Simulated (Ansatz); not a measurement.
# InSe (R3m) in Ansatz: further runs, part 2 of 2

Ansatz 0.2.0.

### 3 Single point, PBE exchange only

input.yaml reads:

```yaml
crystal:
  lattice: { a: 4.0, b: 4.0, c: 25.32, alpha: 90.0, beta: 90.0, gamma: 120.0 }
  space_group: 160
  setting: { hermann_mauguin: R3m }
  reduce_to_primitive: true
  atoms:
    - { symbol: In, position: [0.0, 0.0, 0.1114] }
    - { symbol: In, position: [0.0, 0.0, 0.0] }
    - { symbol: Se, position: [0.6666666667, 0.3333333333, 0.1614333333] }
    - { symbol: Se, position: [0.3333333333, 0.6666666667, 0.2831666667] }
kpoints:
  mp_grid: { grid: [8, 8, 8] }
scf:
  occupations: { method: gaussian, width: 0.01 }
hamiltonian:
  xc: { exchange: pbe, correlation: none }
  pseudopotentials: { kind: all_electron, datasets: crystal }
output:
  forces: true
  stress: true
  eigenvalues: true
```

Potentials or basis: all-electron PAW datasets made for the crystal.

The run is started by

```sh
$ ansatz run input.yaml --threads 2 --pin off --max-ram 6144MiB --backend cpu --events-out ev --progress --plain --runs-dir out
```

The log of the run:

```text
Warning: RAYON_NUM_THREADS=2 ignored (pool sized by the plan → 2); use --threads N
crystal.space_group: 160 is read as R3m (hexagonal axes, obverse): the typed cell holds In6Se6 (2 × In 3a, 2 × Se 3a). Least distances (Å): In–In 2.821, In–Se 2.634, Se–Se 3.851
crystal.space_group generates its sites in this order, which a site index counts, at these fractional coordinates of the primitive cell where crystal.reduce_to_primitive is true, and else of the cell that is read (crystal.supercell repeats the list replica by replica, and crystal.defects acts on that): 0: In [0.111400, 0.111400, 0.111400]; 1: In [0.000000, 0.000000, 0.000000]; 2: Se [0.828100, 0.828100, 0.828100]; 3: Se [0.616500, 0.616500, 0.616500];
basis.fft_grid_basis auto: the FFT boxes are laid along the combinations [[1, 0, -1], [0, 1, -1], [0, 0, 1]] of the cell's own vectors, 4.000, 4.000 and 8.750 Å long. The dense box has 24×24×45 points. Along the cell's own vectors, as sized, it would have 45×45×45, 3.52 times as many. Of the 6 symmetry operations that the crystal satisfies within crystal.symmetry.tolerance (time reversal apart; of a slab, those that keep its plane) the dense box along the cell's own vectors carries 6, and the one as laid loses 4 of those. basis.fft_grid_basis: typed keeps the cell's own vectors: state it where this run's energies or levels are differenced outside the engine with another run's, or held beside a run that keeps those vectors.
hamiltonian.pseudopotentials.datasets: crystal makes datasets for this crystal and solves the spheres of its atoms anew in each pass: cutoff 240.0 eV, the density's 960.0 eV; for an error of 0.50 meV an atom under PBE, 2.0 meV for the cell; an energy difference from a run of another recipe may be off by several times the error for the cell, under r2SCAN by more, where some 0.1 meV an atom stays at smaller errors; Se in spheres of 1.254 Å, 6 of its electrons in bands, 10 on its site; In in spheres of 1.376 Å, 13 of its electrons in bands, 8 on its site; only band paths and densities of states list, in semicore columns, the levels of the semicore shells that are solved separately: 3d of Se, 4s of In, 4p of In
Engine: ansatz 0.2.0, aarch64-unknown-linux-gnu
Pseudopotentials: kind: all_electron
Pseudopotential: In, paw, valence charge 21, recommended cutoff 240 eV (normal), crystal/all_electron/pbe/scalar/gaussian/In, Koelling and Harmon's equation, gaussian nucleus
Pseudopotential: Se, paw, valence charge 16, recommended cutoff 240 eV (normal), crystal/all_electron/pbe/scalar/gaussian/Se, Koelling and Harmon's equation, gaussian nucleus
Functional definition: unnamed
  exchange = pbe_x
  correlation = 0
Crystal: 4 atoms, lattice volume = 116.948 Å³
Basis set: ecut = 240 eV, 963 PW (Γ), FFT grids on a1−a3, a2−a3, a3, exchange–correlation on 48×48×90 points (8 copies of the dense FFT grid, shifted against one another)
Bands: 23, of which v1, the nominal top of the filled ones, is band 19 counted from 1 (18 counted from 0)
Symmetry: 6 space group operations
Space group: R3m (ITA 160), of the structure as read, at distance tolerance 4.9e-5 Å
k-points: 65 of 512 (time reversal used)
Non-local potential: In, projectors of the file, l = 0: 1, l = 1: 1, l = 2: 2
Non-local potential: Se, projectors of the file, l = 0: 1, l = 1: 1
PAW form: soft (Blöchl's): semilocal exchange-correlation on the pseudo side does not see the compensation charge
PAW one-centre angular grid: In, 590 points (default); XC on its mesh's 1869 points in the sphere
PAW one-centre angular grid: Se, 110 points (default); XC on its mesh's 1873 points in the sphere
Initial density: superposition of atomic densities (neutral atoms: chi_scale 0, normalization atom)
Initial wavefunctions: pseudopotential atomic-orbital guess
Functional: x = pbe(κ = 0.804, μ = 0.2195149727645171), c = none
iter 1 solved again at ethr=5.90e-3 eV; its pass at ethr=1.00e-1 eV (dr2=2.24e0 eV) is discarded
SCF iter   1: F=—  HF=-452111.816023 eV  |F-HF|=—  |Δ(HF+E_count)|=         —  Δρ=2.97e-2  dr2=2.26e0  ethr=5.90e-3  ⟨swp⟩=3.4  Hψ=7396  notcnv=0
preconditioner: auto → Resta (q_TF=auto, 2.262 Å⁻¹)  ε∞=3.7  [insulator: Δε(μ)=0.652 eV  Ē_g=12.784 eV  σ=0.010 eV  W_gap=1.00  n_scr=30 (ndim 8)  ℏωp=21.2 eV  f_vac=0.006  D(μ)=0.00/eV (n_scr^D=0)  ε∞_Penn≈3.7]
SCF iter   2: F=—  HF=-452111.255745 eV  |F-HF|=—  |Δ(HF+E_count)|=   5.60e-1  Δρ=1.35e-2  dr2=2.71e-1  ethr=5.90e-3  ⟨swp⟩=3.1  Hψ=3509  notcnv=0  defer=1
SCF iter   3: F=—  HF=-452111.216985 eV  |F-HF|=—  |Δ(HF+E_count)|=   3.88e-2  Δρ=5.67e-3  dr2=4.33e-2  ethr=7.12e-4  ⟨swp⟩=3.0  Hψ=3653  notcnv=0  defer=8
iter 4 solved again at ethr=7.98e-6 eV; its pass at ethr=1.14e-4 eV (dr2=3.03e-3 eV) is discarded
SCF iter   4: F=—  HF=-452111.228257 eV  |F-HF|=—  |Δ(HF+E_count)|=   1.13e-2  Δρ=1.52e-3  dr2=3.02e-3  ethr=7.98e-6  ⟨swp⟩=2.8  Hψ=7097  notcnv=0  defer=35
SCF iter   5: F=—  HF=-452111.229617 eV  |F-HF|=—  |Δ(HF+E_count)|=   1.36e-3  Δρ=6.50e-4  dr2=6.11e-4  ethr=7.96e-6  ⟨swp⟩=3.5  Hψ=3288  notcnv=0  defer=25
SCF iter   6: F=—  HF=-452111.230192 eV  |F-HF|=—  |Δ(HF+E_count)|=   5.75e-4  Δρ=1.58e-4  dr2=4.82e-5  ethr=1.61e-6  ⟨swp⟩=3.2  Hψ=3406  notcnv=0  defer=15
SCF iter   7: F=—  HF=-452111.230200 eV  |F-HF|=—  |Δ(HF+E_count)|=   8.23e-6  Δρ=7.58e-5  dr2=6.69e-6  ethr=1.27e-7  ⟨swp⟩=3.2  Hψ=4025  notcnv=0  defer=10
SCF iter   8: F=—  HF=-452111.230197 eV  |F-HF|=—  |Δ(HF+E_count)|=   3.53e-6  Δρ=2.68e-5  dr2=1.33e-6  ethr=1.76e-8  ⟨swp⟩=3.1  Hψ=3733  notcnv=0  defer=7
SCF iter   9: F=—  HF=-452111.230199 eV  |F-HF|=—  |Δ(HF+E_count)|=   2.02e-6  Δρ=8.37e-6  dr2=1.15e-7  ethr=3.49e-9  ⟨swp⟩=3.1  Hψ=3176  notcnv=0  defer=5
SCF iter  10: F=-452111.230199 eV  HF=-452111.230199 eV  |F-HF|=1.12e-8  |Δ(HF+E_count)|=   9.54e-8  Δρ=2.28e-6  dr2=8.91e-9  ethr=3.02e-10  ⟨swp⟩=3.1  Hψ=3108  notcnv=0  defer=4
SCF 1 converged in 10 iterations: F = -452111.230198 eV  dr2 = 8.91e-9
  Residual-converged pass: ⟨swp⟩=3.1  Hψ=3698  notcnv=0  max |occ|·‖R‖ = 6.6e-6 eV (tolerance 6.7e-6 eV)  dr2=8.89e-9  dr2_onsite=2.31e-9  max |Δocc| = 5.0e-213
SCF converged after 10 iterations
Free energy (F): -452111.230198 eV
Harris-Foulkes:  -452111.230198 eV  (|F-HF|=1.12e-8)
Internal energy: -452111.230198 eV  (E = F + TS)
E sigma→0 (E₀):  -452111.230198 eV
Past the cutoff: the bands carry plane waves up to 1.75 times it, of which those up to 1.5 times it add -0.000708 eV an atom, each by itself; the spheres take 0.000539 eV an atom off the energy for waves past 1.75 times it
By the cutoff:   a pressure is off by up to 0.008 GPa (1.2 times the spheres' own share and the shells' term, over an atom's volume, and 0.004 GPa: a bound that held against runs at twice the plane waves)
Past the cutoffs: a stress includes 0.0034 GPa for waves and charges beyond them, in addition to the slope of what the spheres take
In the spheres:  the bands' charges fall short by 6.5e-7 e at most (sound up to 1e-3), those of shells solved beside the bands by 3.4e-8 e (sound up to 5e-4)
Fermi energy:    10.651571 eV
--- Per-component energies (eV) ---
  E_band       = 12.788969
  E_kinetic    = 394.145404
  E_local      = -11410.896822  (includes V_loc(G=0)·N_el)
  E_nonlocal   = 538.300778
  E_hartree    = 5495.664962
  E_xc         = -228.569070
  E_vxc        = -279.182893  (∫ρ·V_xc dr)
  E_paw        = -464309.949923  (= ΣΔE_a)
  E_vpaw       = -26282.013655  (= ΣTr[D̂ρ^β])
  E_ewald      = -8651.033823
  E_smearing   = -0.000000  (= −TS)
  E_closure    = 26061.108296  (closes the sum)
  Σ components = -452111.230198   (vs F -452111.230198, Δ=0.00e0)
  The terms above E_closure are by the made datasets' own strengths, without shells solved beside the bands.
--- Forces (eV/Å), atoms counted from 1 ---
  atom   1  In    -0.00000000    -0.00000000    -0.60366430
  atom   2  In     0.00000000     0.00000000     0.59996250
  atom   3  Se     0.00000000     0.00000000     0.81032882
  atom   4  Se    -0.00000000    -0.00000000    -0.80662602
  max |Σ_I F_I| component: 1.01e-6 eV/Å
--- Stress (GPa, compression-positive) ---
       11.337203      -0.000000      -0.000000
        0.000000      11.337203      -0.000000
       -0.000000      -0.000000       8.812875
  P = ⅓ Tr σ = 10.4958 GPa (104.958 kbar)
  It holds what live shells' own plane waves past their cutoff add
--- Band table (eV; the first three rows and the last of 65) ---
  k-point 0: bands = ["-4.2456", "-4.0690", "-4.0690", "-3.9937", "-3.9937", "-3.9745", "-3.9745", "-3.8141", "-3.8054", "-3.8054", "-3.1069", "-2.6999", "4.1315", "6.9882", "8.9191", "9.1513", "9.1513", "9.2457", "9.2457", "12.1304"]
  k-point 1: bands = ["-4.2527", "-4.1281", "-4.0675", "-4.0657", "-3.9823", "-3.9787", "-3.9671", "-3.8429", "-3.8068", "-3.7486", "-2.9266", "-2.5524", "4.2413", "6.7235", "8.1706", "8.7713", "8.9566", "9.0821", "9.3307", "12.4393"]
  k-point 2: bands = ["-4.3136", "-4.1937", "-4.1775", "-4.0618", "-3.9889", "-3.9547", "-3.9447", "-3.8583", "-3.8097", "-3.6959", "-2.5064", "-2.1964", "4.4319", "5.9702", "7.0069", "8.4166", "8.5677", "8.7051", "9.4192", "12.4646"]
  k-point 64: bands = ["-4.2451", "-4.0692", "-4.0692", "-3.9936", "-3.9936", "-3.9745", "-3.9745", "-3.8259", "-3.8053", "-3.8053", "-2.9550", "-2.8564", "4.4754", "6.1016", "9.0826", "9.0826", "9.3211", "9.3211", "10.4339", "10.8692"]
```

Wall time 22 s (2 threads of Arm Neoverse V2, shared host); peak memory 1 GiB.

Results:

```yaml
Free_energy: -452111.2302 eV
Pressure: 10.5 GPa
Largest_force: 0.810 eV/Å
Band_gap_on_the_k_mesh: 0.44 eV, direct
```

Forces on the atoms (eV/Å):
```
In   0.000  0.000 -0.604
In   0.000  0.000  0.600
Se   0.000  0.000  0.810
Se   0.000  0.000 -0.807
```

Caveat: spin-orbit coupling is left out, which moves the levels of the heavy elements.

### 4 Single point, PBE

input.yaml reads:

```yaml
crystal:
  lattice:
    - [2.0, 1.1547005384, 8.44]
    - [-2.0, 1.1547005384, 8.44]
    - [0.0, -2.3094010768, 8.44]
  atoms:
    - { symbol: In, position: [0.8886, 0.8886, 0.8886] }
    - { symbol: In, position: [0.0, 0.0, 0.0] }
    - { symbol: Se, position: [0.1719, 0.1719, 0.1719] }
    - { symbol: Se, position: [0.3835, 0.3835, 0.3835] }
kpoints:
  mp_grid: { grid: [6, 6, 6] }
scf:
  occupations: { method: fermi_dirac, width: 0.04 }
hamiltonian:
  xc: pbe
  pseudopotentials: { kind: all_electron, lapw: { basis_error: 0.003 } }
output:
  forces: true
  stress: true
  eigenvalues: true
```

Potentials or basis: all-electron LAPW, scalar-relativistic.

The run is started by

```sh
$ ansatz run input.yaml --threads 2 --pin off --max-ram 6144MiB --backend cpu --events-out ev --progress --plain --runs-dir out
```

The log of the run:

```text
Warning: RAYON_NUM_THREADS=2 ignored (pool sized by the plan → 2); use --threads N
[... 67 lines left out ...]
  k-point 2: bands = ["-198.7670", "-198.7602", "-138.2444", "-138.2444", "-138.2370", "-138.2370", "-138.2115", "-138.2062", "-106.3862", "-106.3819", "-64.8835", "-64.8834", "-64.8791", "-64.8790", "-64.8570", "-64.8360", "-38.4668", "-38.4666", "-38.4590", "-38.4588", "-38.4399", "-38.4399", "-38.4336", "-38.4336", "-38.4297", "-38.4239", "-5.8979", "-5.7910", "-5.7180", "-5.6027", "-5.5360", "-5.4794", "-5.4674", "-5.4084", "-5.3551", "-5.2138", "-3.6437", "-3.3886", "2.9458", "3.9546", "5.1845", "6.8749", "6.8805", "6.9990", "7.8114", "10.5511", "11.0443", "12.7690", "13.2359", "13.8189", "15.5063", "15.6608", "16.2490", "16.8610"]
  k-point 31: bands = ["-198.7670", "-198.7602", "-138.2444", "-138.2444", "-138.2370", "-138.2370", "-138.2115", "-138.2062", "-106.3862", "-106.3819", "-64.8833", "-64.8833", "-64.8789", "-64.8789", "-64.8570", "-64.8360", "-38.4668", "-38.4668", "-38.4590", "-38.4590", "-38.4399", "-38.4399", "-38.4336", "-38.4336", "-38.4298", "-38.4240", "-5.7821", "-5.6107", "-5.6107", "-5.5362", "-5.5362", "-5.5147", "-5.5147", "-5.3561", "-5.3498", "-5.3498", "-4.4137", "-4.3042", "3.0571", "4.6673", "7.6302", "7.6302", "7.8653", "7.8653", "8.9992", "9.4449", "11.1715", "13.3231", "13.3231", "14.6243", "14.6243", "14.6673", "17.0245", "17.7551"]
```

Run time: 32 s. Hardware: 2 threads of Arm Neoverse V2, shared host; peak memory 0.48 GiB.

Results:

| Property | Result |
| --- | --- |
| Free energy | -452345.2861 eV |
| Pressure | 2.8 GPa |
| Largest force | 0.364 eV/Å |
| Band gap on the k mesh | 0.45 eV, direct |

Forces in eV/Å, atoms in the order of the input:
```
In   0.000  0.000  0.364
In   0.000  0.000 -0.348
Se   0.000  0.000 -0.257
Se   0.000  0.000  0.242
```

Caveat: spin-orbit coupling is left out, which moves the levels of the heavy elements.

### 5 The runs side by side

| level | potentials or basis | k mesh | cutoff (eV) | smearing | basis error allowed | gap on the mesh (eV) | pressure (GPa) | largest force (eV/Å) |
| --- | --- | --- | --- | --- | --- | --- | --- | --- |
| PBE | all-electron LAPW, scalar-relativistic | 6 × 6 × 6 | 251 | fermi-dirac 0.04 eV | 0.002 eV/atom | 0.45 | 2.8 | 0.36 |
| PBE exchange only | all-electron PAW datasets made for the crystal | 8 × 8 × 8 | 240 | gaussian 0.01 eV | - | 0.44 | 10.5 | 0.81 |
| PBE | all-electron LAPW, scalar-relativistic | 6 × 6 × 6 | 239 | fermi-dirac 0.04 eV | 0.003 eV/atom | 0.45 | 2.8 | 0.36 |

Alike in all rows: task single point; no spin polarisation; cell as given.

Caveats: spin-orbit coupling is left out, which moves the levels of the heavy elements.

Compare energies only between runs with the same functional and basis.

### 6 Against experiment

Step 2. A measured gap of InSe is 1.25 eV (300 K; “The Interaction of Hydrogen with the van der Waals Crystal γ-InSe”, 2020, pmc:7321205); the calculated 0.45 eV misses it by -0.80 eV. Spin-orbit coupling on In, Se is left out. The value is that of PBE on a finite k mesh, which can miss the band edges, without temperature or zero-point motion. Semilocal functionals fall short of measured gaps as a rule.

Step 3. Against the measured gap of InSe, 1.25 eV (300 K; “The Interaction of Hydrogen with the van der Waals Crystal γ-InSe”, 2020, pmc:7321205), the calculated 0.44 eV is off by -0.81 eV. Spin-orbit coupling on In, Se is left out. The value is that of PBE exchange only on a finite k mesh, which can miss the band edges, without temperature or zero-point motion.

Step 4. Against the measured gap of InSe, 1.25 eV (300 K; “The Interaction of Hydrogen with the van der Waals Crystal γ-InSe”, 2020, pmc:7321205), the calculated 0.45 eV is off by -0.80 eV. Spin-orbit coupling on In, Se is left out. The value is that of PBE on a finite k mesh, which can miss the band edges, without temperature or zero-point motion. Semilocal functionals fall short of measured gaps as a rule.
